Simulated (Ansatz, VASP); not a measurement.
# Two plane-wave programs on Si

```
Si
1.0
     0.00000    2.71550    2.71550
     2.71550    0.00000    2.71550
     2.71550    2.71550    0.00000
Si
2
Direct
  0.00000 0.00000 0.00000
  0.25000 0.25000 0.25000
```

Alike in both runs: task single point; functional r2SCAN; k mesh 12 × 12 × 12; occupations gaussian, width 0.01 eV; no spin polarisation.

|  | VASP | Ansatz |
| --- | --- | --- |
| version | VASP 6.6.1 | Ansatz 0.2.0 |
| potentials or method | VASP PAW PBE potentials, release 64 (Si) | scalar-relativistic, plane waves, PAW |
| plane-wave cutoff (eV) | 520 | 500 |
| valence electrons in the cell | 8 | 8 |

Ansatz gave:

- gap on the k mesh at the Fermi level (eV): 0.76
- least direct gap on the mesh (eV): 2.74

Problem. Estimate VASP's values.

Solution. gap on the k mesh at the Fermi level (eV): 0.77; least direct gap on the mesh (eV): 2.76.

With one functional, cell and mesh, what is left measures potentials, basis and numerics.

 A k mesh can miss the band edges. r2SCAN opens gaps a little over a GGA but as a rule still falls short of measured ones.
